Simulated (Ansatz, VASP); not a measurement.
## F: VASP beside Ansatz

```
CELL_PARAMETERS angstrom
3.21216 -1.84614 -0.24775
3.21216 1.84614 -0.24775
-2.41530 0.00000 7.39328
ATOMIC_POSITIONS crystal
F 0.08485 0.08485 0.07402
F 0.91515 0.91515 0.92598
F 0.50157 0.50157 0.59372
F 0.49843 0.49843 0.40628
```

Alike in both runs: task single point; functional PBEsol; k mesh 4 × 4 × 2; occupations gaussian, width 0.05 eV; no spin polarisation.

```csv
,VASP,Ansatz
version,VASP 6.6.1,Ansatz 0.2.0
potentials or method,"VASP PAW PBE potentials, release 64 (F)","scalar-relativistic, plane waves, PAW"
plane-wave cutoff (eV),520,520
valence electrons in the cell,28,28
```

```csv
,VASP,Ansatz,Ansatz less VASP
gap on the k mesh at the Fermi level (eV),2.03,2.08,+0.048
least direct gap on the mesh (eV),2.08,2.13,+0.048
pressure (GPa),6.4,5.5,-0.84
largest component of the traceless stress (GPa),12.46,11.30,-1.155
rms of the force components (eV/Å),4.231,3.736,-0.4947
```

Atom by atom the forces differ by 0.539 eV/Å (rms over components).

Caveats: the k mesh is coarse (spacing up to 0.50 Å⁻¹), so the values aren't converged; the standard files for N, O and F lose accuracy on very short bonds; the PAW data sets were made with another functional, which shifts forces and pressure a little (VASP). A k mesh can miss the band edges.
